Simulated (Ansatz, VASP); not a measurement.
**Sn: VASP beside Ansatz**

```
CELL_PARAMETERS angstrom
-1.88194 1.88194 1.88194
1.88194 -1.88194 1.88194
1.88194 1.88194 -1.88194
ATOMIC_POSITIONS crystal
Sn 0.00000 0.00000 0.00000
```

This isn't the form of Sn at room conditions, which is tetragonal (white tin).

Alike in both runs: task single point; functional PBEsol; dispersion D4; k mesh 11 × 11 × 11; occupations fermi-dirac, width 0.15 eV; no spin polarisation.

```csv
,VASP,Ansatz
version,VASP 6.6.1,Ansatz 0.2.0
potentials or method,"VASP PAW PBE potentials, release 64 (Sn_d)","plane waves, PAW"
plane-wave cutoff (eV),520,517
valence electrons in the cell,14,14
```

|  | VASP | Ansatz | Ansatz less VASP |
| --- | --- | --- | --- |
| pressure (GPa) | -2.3 | -2.2 | +0.06 |
| dispersion energy (meV/atom) | -250.6 | -250.8 | -0.21 |

Ansatz warned: «stress_scf_threshold_loose».

Caveats: the PAW data sets were made with another functional, which shifts forces and pressure a little (VASP); pairwise dispersion overbinds metals, which lowers pressure and volume.
